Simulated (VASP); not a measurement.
The system is MgB2.

```
CELL_PARAMETERS angstrom
0.00000 2.99364 2.99364
2.99364 0.00000 2.99364
2.99364 2.99364 0.00000
ATOMIC_POSITIONS crystal
Mg 0.00000 0.00000 0.00000
Mg 0.25000 0.25000 0.25000
B 0.62500 0.12500 0.62500
B 0.62500 0.62500 0.12500
B 0.12500 0.62500 0.62500
B 0.62500 0.62500 0.62500
```

The cell was built by a generator and needn't be a form met in nature.

```yaml
Program: VASP 6.6.1
Task: relaxation of cell and atoms
Functional: PBEsol
Dispersion: D3(BJ)
Potentials_or_basis: VASP PAW PBE potentials, release 64 (Mg, B)
Cutoff: 600 eV
k_mesh: 6 × 6 × 6
Occupations: fermi-dirac, width 0.05 eV
Spin: no spin polarisation
```

At the start: pressure -7.5 GPa; volume 8.94 Å³/atom.

Problem. Where does the relaxation end?

Solution. Over 3 steps the energy falls by 10.8 meV/atom and the volume is 8.50 Å³/atom (-4.9 %); space group Fd-3m (No. 227, to 0.05 Å).

Step by step:
```csv
step,energy change (eV),largest force (eV/Å),pressure (GPa),volume (Å³)
1,0.0000,0.0000,-7.54,53.66
2,-0.0616,0.0000,1.86,50.46
3,-0.0648,0.0000,0.02,51.01
```

Final structure:
```
CELL_PARAMETERS angstrom
0.00000 2.94359 2.94359
2.94359 0.00000 2.94359
2.94359 2.94359 0.00000
ATOMIC_POSITIONS crystal
Mg 0.00000 0.00000 0.00000
Mg 0.25000 0.25000 0.25000
B 0.62500 0.12500 0.62500
B 0.62500 0.62500 0.12500
B 0.12500 0.62500 0.62500
B 0.62500 0.62500 0.62500
```

Caveat: the PAW data sets were made with another functional, which shifts forces and pressure a little; pairwise dispersion overbinds metals, which lowers pressure and volume.
